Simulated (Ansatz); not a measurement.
A run of Ansatz 0.2.0 is set up as follows.

The input input.yaml:

```yaml
crystal:
  lattice:
    - [0.0, 2.3495, 2.3495]
    - [2.3495, 0.0, 2.3495]
    - [2.3495, 2.3495, 0.0]
  atoms:
    - { symbol: Cd, position: [0.0, 0.0, 0.0] }
    - { symbol: O, position: [0.5, 0.5, 0.5] }
kpoints:
  mp_grid: { grid: [10, 10, 10] }
scf:
  occupations: { method: gaussian, width: 0.05 }
hamiltonian:
  xc: pbesol
  pseudopotentials: { kind: all_electron, lapw: { basis_error: 0.001 } }
output:
  forces: true
  stress: true
  eigenvalues: true
```

Potentials or basis: all-electron LAPW, scalar-relativistic.

Run with:

```console
$ ansatz run input.yaml --threads 1 --pin off --max-ram 3072MiB --backend cpu --events-out ev --progress --plain --runs-dir out
```

Problem. Predict the pressure.

Solution. -0.8 GPa.

Problem. What does it give for the band gap on the k mesh?

Solution. None (metal or under the smearing width).

Caveat: this crystal is a semiconductor, whose small gap the functional closes, so the metal is an error of the method.
